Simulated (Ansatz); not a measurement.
# Si3N4 (P6_3/m):Zn_Si, thermodynamic levels from a 126-atom cell

Aim: at which Fermi levels does Zn_Si in Si3N4 (P6_3/m) change its charge? The model is a cell of 126 host atoms with 1 Si taken out and 1 Zn put in.

Main program and level: Ansatz 0.2.0; place-levels on PBEsol runs: charge-transition levels and formation energies with image-charge correction and potential alignment at the atomic sites; PAW set soft_1.

## (1) The structure

The cell holds 126 atoms: 53 Si, 72 N and 1 Zn. Its edges and angles: a = 13.206 Å, b = 13.206 Å, c = 8.731 Å, α = 90.0°, β = 90.0°, γ = 120.0°. It derives from Si3N4 (space group P6_3/m). Nearest the centre at fractional (0.353, 0.473, 0.583): Zn44 at 0.00 Å, N62 at 1.73 Å, N113 at 1.74 Å, N71 at 1.74 Å, N67 at 1.74 Å, Si86 at 2.91 Å, Si2 at 2.91 Å, Si56 at 3.00 Å.

Screening for the image-charge correction: ε∞ = (4.29, 4.29, 4.37), ε0 = (8.29, 8.29, 8.25), from a response run on this crystal (DFPT, PBEsol) at that run's own cell.

The cell's shortest repeat is 8.7 Å.

## (2) The runs of each charge state

A transition level is the Fermi level at which two charge states cost the same, so each charge needs its own total energy, at its own relaxed structure.

Random displacements of about 0.05 Å break the site symmetry at the start, so that the relaxation can reach a distorted minimum if there is one. Forces are taken at one point at (¼, ¼, ¼). The cell holds 2 electrons more than the neutral one, with a uniform background that keeps it neutral on the whole.

The sampling was tested on the host first: at the k-points planned (1x1x1 shifted 0.25 0.25 0.25) its energy lies 0.000 eV an atom from the dense-mesh value, under the bound of 0.02 eV set for this test; that bounds the host's error, not the defect's.

One of the inputs; charge, spin and start change from state to state.

qm2.relax/input.yaml reads:

```yaml
crystal:
  lattice:
    - [11.43668588, 6.60297367, 0.0]
    - [-11.43668588, 6.60297367, 0.0]
    - [0.0, 0.0, 2.91025578]
  atoms:
    - { symbol: Si, position: [0.01950046, 0.80655545, 0.75] }
    - { symbol: Si, position: [0.3528338, 0.47322211, 0.75] }
    - { symbol: Si, position: [0.68616713, 0.13988878, 0.75] }
    - { symbol: Si, position: [0.21294502, 0.01950046, 0.25] }
    - { symbol: Si, position: [0.54627835, 0.68616713, 0.25] }
    - { symbol: Si, position: [0.87961168, 0.3528338, 0.25] }
    - { symbol: Si, position: [0.13988878, 0.45372165, 0.25] }
    - { symbol: Si, position: [0.47322211, 0.12038832, 0.25] }
    - { symbol: Si, position: [0.80655545, 0.78705498, 0.25] }
    - { symbol: Si, position: [0.19344455, 0.21294502, 0.75] }
    - { symbol: Si, position: [0.52677789, 0.87961168, 0.75] }
    - { symbol: Si, position: [0.86011122, 0.54627835, 0.75] }
    - { symbol: Si, position: [0.12038832, 0.6471662, 0.75] }
    - { symbol: Si, position: [0.45372165, 0.31383287, 0.75] }
    - { symbol: Si, position: [0.78705498, 0.98049954, 0.75] }
    - { symbol: Si, position: [0.31383287, 0.86011122, 0.25] }
    - { symbol: Si, position: [0.6471662, 0.52677789, 0.25] }
    - { symbol: Si, position: [0.98049954, 0.19344455, 0.25] }
    - { symbol: "N", position: [0.0, 0.66666667, 0.75] }
    - { symbol: "N", position: [0.33333333, 0.33333333, 0.75] }
    - { symbol: "N", position: [0.66666667, 0.0, 0.75] }
    - { symbol: "N", position: [0.0, 0.33333333, 0.25] }
    - { symbol: "N", position: [0.33333333, 0.0, 0.25] }
    - { symbol: "N", position: [0.66666667, 0.66666667, 0.25] }
    - { symbol: "N", position: [0.21345843, 0.45653274, 0.75] }
    - { symbol: "N", position: [0.54679176, 0.12319941, 0.75] }
    - { symbol: "N", position: [0.8801251, 0.78986608, 0.75] }
    - { symbol: "N", position: [0.09025902, 0.8801251, 0.25] }
    - { symbol: "N", position: [0.42359235, 0.54679176, 0.25] }
    - { symbol: "N", position: [0.75692569, 0.21345843, 0.25] }
    - { symbol: "N", position: [0.12319941, 0.57640765, 0.25] }
    - { symbol: "N", position: [0.45653274, 0.24307431, 0.25] }
    - { symbol: "N", position: [0.78986608, 0.90974098, 0.25] }
    - { symbol: "N", position: [0.21013392, 0.09025902, 0.75] }
    - { symbol: "N", position: [0.54346726, 0.75692569, 0.75] }
    - { symbol: "N", position: [0.87680059, 0.42359235, 0.75] }
    - { symbol: "N", position: [0.1198749, 0.21013392, 0.25] }
    - { symbol: "N", position: [0.45320824, 0.87680059, 0.25] }
    - { symbol: "N", position: [0.78654157, 0.54346726, 0.25] }
    - { symbol: "N", position: [0.24307431, 0.78654157, 0.75] }
    - { symbol: "N", position: [0.57640765, 0.45320824, 0.75] }
    - { symbol: "N", position: [0.90974098, 0.1198749, 0.75] }
  supercell: [1, 1, 3]
  defects: [{ substitution: { at: 43, symbol: Zn } }]
total_charge: -2
basis:
  ecutwfc: 420
  xc_grid: 2
hamiltonian:
  xc: pbesol
  pseudopotentials: { kind: paw, azcp: { folder: soft_1 }, xc_functional: pbe }
kpoints:
  mp_grid: { grid: [1, 1, 1], shift: [0.25, 0.25, 0.25] }
scf:
  occupations: { method: fixed }
  max_iter: 100
output:
  forces: true
  charged_corrections: { epsilon: [4.29, 4.29, 4.37], static_epsilon: [8.29, 8.29, 8.25] }
relax:
  f_tol: 0.02
  max_steps: 80
  random_displacement: { amplitude: 0.05, seed: 6179 }
checkpoint:
  write: "../qm2.relax.run"
  compress: false
  write_wavefunctions: true
  write_every: 100000
```

On the command line:

```bash
> ansatz run input.yaml --threads 4 --pin off --max-ram 15073MiB --backend cpu --events-out ev --progress --plain --runs-dir out
```

Defect states can disperse in a cell of this size, so the energy is taken again at a 2×2×2 shifted mesh, on the relaxed structure.

The run of this state that the levels use, under PBEsol:

qm2.point/input.yaml reads:

```yaml
crystal:
  checkpoint: "../qm2.relax.run"
  host: checkpoint
total_charge: -2
basis:
  ecutwfc: 420
  xc_grid: 2
hamiltonian:
  xc: pbesol
  pseudopotentials: { kind: paw, azcp: { folder: soft_1 }, xc_functional: pbe }
kpoints:
  mp_grid: { grid: [2, 2, 2], shift: [0.5, 0.5, 0.5] }
scf:
  occupations: { method: fermi_dirac, width: 0.01 }
  max_iter: 100
output:
  forces: true
  eigenvalues: true
  charged_corrections:
    epsilon: [4.29, 4.29, 4.37]
    static_epsilon: [8.29, 8.29, 8.25]
    defect_position: [0.352834, 0.473222, 0.583333]
  eigenstates: { localisation: true }
  populations: true
  band_densities: [{ bands: [v1, v1] }, { bands: [c1, c1] }]
  write_density: true
  write_potential: true
  volumetric_format: npy
  elf: true
checkpoint:
  read: "../qm2.relax.run"
  write: "../qm2.point.run"
  compress: false
  write_wavefunctions: false
  write_every: 100000
```

Relaxations under PBEsol at one point at (¼, ¼, ¼); times on 4 threads of Arm Neoverse V1, shared host:

```tsv
charge	moment (μB)	occupations	outcome	steps	largest displacement against the far atoms (Å)	time
−2	0	fixed	converged	7	0.19	3.7 min
−1	1	fixed	converged	8	0.18	12 min
0	0	fixed	not converged	-	-	2.4 min
0	0	fermi-dirac	converged	6	0.17	4.4 min
0	2	fixed	converged	7	0.17	9.7 min
+1	1	fixed	converged	7	0.17	12 min
+1	3	fixed	converged	7	0.17	8.8 min
```

Single points under PBEsol at a 2×2×2 shifted mesh; times on 4 threads of Arm Neoverse V1, shared host:

```tsv
charge	moment (μB)	occupations	outcome	time
−2	0	fermi-dirac	converged	3.6 min
−1	1	fermi-dirac	converged	10 min
0	0	fermi-dirac	converged	5.8 min
0	2	fermi-dirac	converged	11 min
+1	1	fermi-dirac	converged	13 min
+1	3	fermi-dirac	converged	11 min
```

Distances (Å) from Zn44 to the nearest atoms after relaxation with PBEsol:

```tsv
charge	moment (μB)	1.	2.	3.	4.	5.	6.
−2	0	N 1.91	N 1.91	N 1.92	N 1.93	Si 2.90	Si 2.90
−1	1	N 1.90	N 1.90	N 1.92	N 1.92	Si 2.90	Si 2.90
0	0	N 1.89	N 1.90	N 1.91	N 1.92	Si 2.91	Si 2.91
0	2	N 1.89	N 1.89	N 1.92	N 1.92	Si 2.91	Si 2.91
+1	1	N 1.89	N 1.89	N 1.92	N 1.92	Si 2.91	Si 2.91
+1	3	N 1.89	N 1.89	N 1.91	N 1.91	Si 2.91	Si 2.91
```

## (3) Placing the levels, PBEsol

A charged cell interacts with its images and the background, and its potential has another zero than the host's. place-levels removes the first by a point-charge model, screened by the static dielectric constant since the ions have relaxed around the charge, and the second by comparing potentials at atoms far from the defect.

The host is a run of the defect-free crystal in the same cutoffs, grids and k-points, so that basis and sampling errors cancel in part in the differences. Its band edges come from a run of the primitive cell that searches the zone for them. The host is run in a cell of 42 atoms on a matching mesh. Chemical potentials are energies per atom of Si (diamond) and Zn (hcp), run with the same functional and cutoff.

levels.point.yaml reads:

```yaml
host:
  run: host.point.run
  levels_from: { run: edges.point.run }
states: [qm2.point.run, qm1_M1.point.run, q0.point.run, q0_M2.point.run, qp1_M1.point.run, qp1_M3.point.run]
geometry_from:
  qm2.point.run: qm2.relax.run
  qm1_M1.point.run: qm1_M1.relax.run
  q0.point.run: q0.relax_smeared.run
  q0_M2.point.run: q0_M2.relax.run
  qp1_M1.point.run: qp1_M1.relax.run
  qp1_M3.point.run: qp1_M3.relax.run
  host.point.run: host.relax.run
chemical_potentials:
  Si:
    energy: -621.49341
    dataset: <sha256 of the dataset>
  Zn:
    energy: -3280.905506
    dataset: "<sha256 of the dataset>"
epsilon: [4.29, 4.29, 4.37]
static_epsilon: [8.29, 8.29, 8.25]
vertical:
  - { from: qm2.point.run, to: qm2.point_neutral.run }
  - { from: qm1_M1.point.run, to: qm1_M1.point_neutral.run }
  - { from: qp1_M1.point.run, to: qp1_M1.point_neutral.run }
  - { from: qp1_M3.point.run, to: qp1_M3.point_neutral.run }
```

On the command line:

```bash
> ansatz place-levels levels.point.yaml -- --threads 4 --pin off --max-ram 15073MiB
```

Numbers of over 12 decimals in the logs are rounded to 6 here.

Output:

```text
[... repeated set-up lines and file paths are left out, and long positions are rounded to six places ...]
(+1/0) 0.035 eV beneath the valence edge (-0.262 eV without the band-filling correction), in the valence band
(0/-1) 0.211 eV above the valence edge, 3.975 eV under the conduction edge
(-1/-2) 0.762 eV above the valence edge, 3.424 eV under the conduction edge
formation energy of charge +1: +6.305 eV with the Fermi level at the valence edge
formation energy of charge 0: +6.270 eV with the Fermi level at the valence edge
formation energy of charge -1: +6.481 eV with the Fermi level at the valence edge
formation energy of charge -2: +7.243 eV with the Fermi level at the valence edge
vertical -2 to 0: no energy, since no alignment is typed
  the change from vertical[0].from (qm2.point.run) to vertical[0].to (qm2.point_neutral.run): by its potential at epsilon [4.29, 4.29, 4.37] it stands at 0.343 0.427 0.584, with an rms radius of about 5.0 Å (3.2 2.9 2.6 Å across the planes of the cell's [...]
vertical -1 to 0: no energy, since no alignment is typed
  the change from vertical[1].from (qm1_M1.point.run) to vertical[1].to (qm1_M1.point_neutral.run): by its potential at epsilon [4.29, 4.29, 4.37] it stands at 0.346 0.521 0.584, with an rms radius of about 6.2 Å (4.4 3.2 3.0 Å across the planes of the cell's [...]
vertical +1 to 0: no energy, since no alignment is typed
  the change from vertical[2].from (qp1_M1.point.run) to vertical[2].to (qp1_M1.point_neutral.run): by its potential at epsilon [4.29, 4.29, 4.37] it stands at 0.316 0.432 0.587, with an rms radius of about 5.0 Å (3.3 2.9 2.4 Å across the planes of the cell's [...]
vertical +1 to 0: no energy, since no alignment is typed
[...]
of states[2] (q0.point.run): its displacements don't fall off away from the defect: farther atoms stand 0.016 Å off the host's places. [...]
  of vertical[0].from (qm2.point.run): it parts from the run at its places by a charge that spreads by about 2.6 Å along one vector (1.5 Å or more is wide), by its potential at epsilon [4.29, 4.29, 4.37], taken for that of held ions (one typed too small [...]
  vertical[0].to (qm2.point_neutral.run): levels filled in part (TS 0.009 eV): its energy is of no whole electron's
  vertical[1].from (qm1_M1.point.run): levels filled in part (TS 0.005 eV): its energy is of no whole electron's
  of vertical[1].from (qm1_M1.point.run): it parts from the run at its places by a charge that spreads by about 4.4 Å along one vector (2 Å or more is wide), by its potential at epsilon [4.29, 4.29, 4.37], taken for that of held ions (one typed too small [...]
  vertical[1].to (qm1_M1.point_neutral.run): levels filled in part (TS 0.013 eV): its energy is of no whole electron's
  vertical[2].from (qp1_M1.point.run): levels filled in part (TS 0.007 eV): its energy is of no whole electron's
  of vertical[2].from (qp1_M1.point.run): its displacements don't fall off away from the defect: farther atoms stand 0.015 Å off the host's places. [...]
  vertical[2].to (qp1_M1.point_neutral.run): levels filled in part (TS 0.015 eV): its energy is of no whole electron's
  of vertical[2].to (qp1_M1.point_neutral.run): its displacements don't fall off away from the defect: farther atoms stand 0.015 Å off the host's places. [...]
  vertical[3].from (qp1_M3.point.run): levels filled in part (TS 0.006 eV): its energy is of no whole electron's
  of vertical[3].from (qp1_M3.point.run): its displacements don't fall off away from the defect: farther atoms stand 0.015 Å off the host's places. [...]
  vertical[3].to (qp1_M3.point_neutral.run): levels filled in part (TS 0.015 eV): its energy is of no whole electron's
  of vertical[3].to (qp1_M3.point_neutral.run): its displacements don't fall off away from the defect: farther atoms stand 0.015 Å off the host's places. [...]
```

Run time: 0.97 s. Hardware: 4 threads of Arm Neoverse V1, shared host.

Levels between the charges placed, in eV above the valence top:

```tsv
	gap (eV)	(+1/0)	(0/−1)	(−1/−2)
PBEsol	4.19	-0.04	0.21	0.76
```

Corrections by state:

```tsv
charge	moment (μB)	image terms and alignment (eV)	band filling (eV)	ε used	over the lowest of its charge, as the program ranks them, band filling apart (eV)
+1	1.0	0.098	-0.227	principal values (8.25, 8.29, 8.29)	0.000
0	2.0	0.000	-	-	0.000
−1	1.0	0.202	-	principal values (8.25, 8.29, 8.29)	0.000
−2	0.0	0.767	-	principal values (8.25, 8.29, 8.29)	0.000
+1	3.0	0.106	-	principal values (8.25, 8.29, 8.29)	0.051
0	0.0	0.000	-	-	0.085
```

The charged structures listed were also run neutral, and place-levels reads from each pair, by the potential or the spins, how wide the charge is by which they differ; that can be the carrier of either run.

```tsv
charge	rms radius (Å)	spread where it is widest against the cell (Å)	wide from (Å)	reading
+1	5.0	3.30	1.98	wide
−1	6.2	4.37	1.98	wide
−2	5.0	2.62	1.51	wide
```

The neutral runs of these pairs need not share the spin of the lowest neutral state, and very wide values only mean spread over the cell.

From the program's caveats on the states, each cut to its opening words:

- charge +1 (1 μB): it parts from the run at its places by a charge that spreads by about 3.3 Å along one vector (2 Å or more is wide), by its potential at epsilon [4.29, 4.29, [...]
- charge +1 (1 μB): a band-filling correction moves a carrier to the host's band edge, which changes its energy by -0.227 eV
- charge +1 (1 μB): its alignment with the host at atomic sites is doubtful: the mean over the far sites moves by +0.0609 eV from their farther parts to their nearer, more than [...]
- charge +1 (1 μB), +1 (3 μB): its displacements don't fall off away from the defect: farther atoms stand 0.015 Å off the host's places
- charge +1 (1 μB): its moments are held at its close (magnetization.spin_locking), by a field of 0.013 eV a Bohr magneton, and its energy and levels are of the state that this [...]
- charge −1 (1 μB): it parts from the run at its places by a charge that spreads by about 4.4 Å along one vector (2 Å or more is wide), by its potential at epsilon [4.29, 4.29, [...]
- charge −2: it parts from the run at its places by a charge that spreads by about 2.6 Å along one vector (1.5 Å or more is wide), by its potential at epsilon [4.29, 4.29, [...]
- charge +1 (3 μB): it parts from the run at its places by a charge that spreads by about 2.4 Å along one vector (1.5 Å or more is wide), by its potential at epsilon [4.29, 4.29, [...]
- charge +1 (3 μB): its alignment with the host at atomic sites is doubtful: the mean over the far sites moves by +0.0637 eV from their farther parts to their nearer, more than [...]
- charge +1 (3 μB): its moments are held at its close (magnetization.spin_locking), by a field of 0.032 eV a Bohr magneton, and its energy and levels are of the state that this [...]
- charge 0: its displacements don't fall off away from the defect: farther atoms stand 0.016 Å off the host's places

The host's formation energy from the elements is -1.218 eV per atom; it sets how far the chemical potentials can move.

Limit set by the element alone; other compounds of these elements are not counted. Chemical potentials from the elements' reference states: N 0.00 eV, Si -2.84 eV, Zn 0.00 eV. Formation energies (N-rich), with the Fermi level at the valence top and at the conduction bottom (gap 4.19 eV):

```tsv
charge	at valence top (eV)	at conduction bottom (eV)	correction included (eV)
+1	3.46	7.65	-0.13
0	3.43	3.43	0.00
−1	3.64	-0.55	0.20
−2	4.40	-3.97	0.77
```

(Fermi level (eV), lowest formation energy (eV)): (0.00, 3.43), (0.38, 3.26), (0.76, 2.88), (1.14, 2.12), (1.52, 1.36), (1.90, 0.60), (2.28, -0.17), (2.67, -0.93), (3.05, -1.69), (3.43, -2.45), (3.81, -3.21), (4.19, -3.97)

Limit set by the element alone; other compounds of these elements are not counted. Chemical potentials from the elements' reference states: Si 0.00 eV, N -2.13 eV, Zn 0.00 eV. Formation energy by charge state (Si-rich; gap 4.19 eV):

```tsv
charge	at valence top (eV)	at conduction bottom (eV)	correction included (eV)
+1	6.31	10.49	-0.13
0	6.27	6.27	0.00
−1	6.48	2.29	0.20
−2	7.24	-1.13	0.77
```

Fermi level (eV), lowest formation energy (eV) and a bar from the least value:
```
     0.00       6.27 ##############################
     0.38       6.10 #############################
     0.76       5.72 ############################
     1.14       4.96 #########################
     1.52       4.20 ######################
     1.90       3.44 ###################
     2.28       2.67 ###############
     2.67       1.91 ############
     3.05       1.15 #########
     3.43       0.39 ######
     3.81      -0.37 ###
     4.19      -1.13
```

## (4) Outcome

```yaml
gap_of_the_host: 4.19 eV (PBEsol)
level_plus_1_over_0: 0.04 eV below the valence top (-0.26 eV above the valence top without the band-filling term)
level_0_minus_1: 0.21 eV above the valence top
level_minus_1_minus_2: 0.76 eV above the valence top
lowest_of_the_charges_placed_just_above_the_valence_top_0p02_ev: 0
lowest_of_the_charges_placed_just_below_the_conduction_bottom_0p02_ev: −2
lowest_formation_energy_at_mid_gap_of_the_charges_run_n_rich: 0.21 eV
lowest_formation_energy_at_mid_gap_of_the_charges_run_si_rich: 3.06 eV
```

Of the charges placed (−2, −1, 0 and +1), the lowest changes at 0.21 eV (0/−1) and 0.76 eV (−1/−2) above the valence top, in a gap of 4.19 eV. Charges below −2 were not placed, so these runs say nothing of levels that involve them. States placed: +1 at 1 μB and 3 μB; 0 at 2 μB and 0 μB; −1 at 1 μB; −2 at 0 μB. Other spin states or structures, where not listed, weren't placed. The program finds carriers beyond a band edge of the host and adds a band-filling term at charge +1 (-0.23 eV); steps to such a charge show no bound level, and a defect level inside a band would be read the same way. Zn is taken at its element; compounds, which aren't counted here, bound the chemical potentials and would shift these formation energies. The program doubts the alignment of potentials for at least one state, a sign that the cell is small. What this leaves open: the images are only 8.7 Å apart; PBEsol makes the gap too small and tends to spread out bound carriers; where a gas molecule sets a chemical potential or the host's formation energy, its binding is uncorrected; force components of up to 0.18 eV/Å remain in a run at the final settings.

[Logs are printed without paths, hosts, clocks, repeated set-up lines and the standing remarks that a program may print on its own settings, such as how far it seeks lower states.]

[Hosts, paths, dates, database ids (printed as entryN), source tags and the programs' standing remarks are cut or masked in the printed files.]

[Where a table of states has a column of steps, it counts the stored structures, which are thinned; the runs took as many ionic steps or more.]

[A defect's name tells the site on which it was built; relaxed atoms can leave that site.]

[For some hosts the program warned that the k-mesh of the response run may be too coarse for force constants and the static dielectric constant; such warnings are not shown here.]
